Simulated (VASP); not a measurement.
Input of a VASP 6.6.1 run:

The input INCAR:

```
SYSTEM = Ta
  PREC = Accurate
  ENCUT = 600
  EDIFF = 1E-7
  ISMEAR = 0
  SIGMA = 0.1
  LREAL = .FALSE.
  LASPH = .TRUE.
  NELM = 60
  ALGO = Fast
  ISIF = 3
  LWAVE = .FALSE.
  LCHARG = .FALSE.
  GGA = PE
  IVDW = 12
  IBRION = 2
  NSW = 90
  EDIFFG = -0.005
```

The input KPOINTS:

```
Automatic mesh
0
G
  18 18 10
  0 0 0
```

Contents of POSCAR:

```
Ta
1.0
    2.9416827500      0.0000000000      0.0000000000
   -1.4708413800      2.5475719900      0.0000000000
    0.0000000000      0.0000000000      4.8037679400
Ta
2
Direct
    0.3333333300      0.6666666700      0.2500000000
    0.6666666700      0.3333333300      0.7500000000
```

Potentials or basis: VASP PAW PBE potentials, release 64 (Ta_pv).

Run with:

```console
$ cat potpaw_PBE.64/Ta_pv/POTCAR > POTCAR
$ mpirun -np 1 vasp_std > vasp.out
```

Question: Estimate the space group after relaxing (to 0.05 Å).

Answer: P6_3/mmc (No. 194).

Question: What does it give for the dispersion energy per atom?

Answer: -0.655 eV.

Question: Estimate the band gap on the k mesh.

Answer: None (metal or under the smearing width).

Question: Predict the relaxed cell.

Answer: a = 2.874 Å, b = 2.874 Å, c = 5.085 Å, α = 90.00°, β = 90.00°, γ = 120.00°.

Step by step:
```
step  energy change (eV)  largest force (eV/Å)  pressure (GPa)  volume (Å³)
   1              0.0000                0.0000            2.04        36.00
   2             -0.0708                0.0000           -4.19        37.15
   3             -0.0709                0.0000           -4.30        37.18
   4             -0.0200                0.0000            7.77        35.23
   5             -0.0849                0.0000           -0.90        36.55
   6             -0.0849                0.0000           -0.75        36.53
   7             -0.0852                0.0000            0.60        36.27
   8             -0.0856                0.0000           -0.03        36.39
```

Caveat: pairwise dispersion overbinds metals, which lowers pressure and volume. The run has no spin-orbit coupling, so splittings on Ta are missing.
